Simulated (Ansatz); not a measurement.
Here is an Ansatz 0.2.0 calculation.

The input input:

```
crystal:
  lattice:
    - [1.787, -4.79745, 0.0]
    - [1.787, 4.79745, 0.0]
    - [0.0, 0.0, 3.56915]
  atoms:
    - { symbol: Be, position: [0.5, 0.5, 0.5] }
    - { symbol: Te, position: [0.0, 0.0, 0.0] }
hamiltonian:
  xc: { exchange: pbe, correlation: pbe, exx: { coeff: 0.25, omega: 0.2 } }
  pseudopotentials: { kind: paw }
kpoints:
  mp_grid: { grid: [4, 4, 4] }
scf:
  occupations: { method: fermi_dirac, width: 0.05 }
output:
  forces: true
  stress: true
  eigenvalues: true
  write_density: true
  write_potential: true
  elf: true
  volumetric_format: npy
```

What does it give for the pressure?

-0.7 GPa.

Estimate the band gap on the k mesh.

none (metal or under the smearing width).

Stress tensor (GPa, compression positive):
```
-0.66  0.00  0.00
 0.00 -0.15  0.00
 0.00  0.00 -1.21
```

Caveat: the k mesh is coarse (spacing up to 0.47 Å⁻¹), so the values aren't converged, least of all with exact exchange; the PAW data sets come from PBE, with cores solved anew for the run's functional, which leaves a small shift of forces and pressure; the thresholds are loose for stress. Spin-orbit coupling is left out, which matters for the levels of Te.
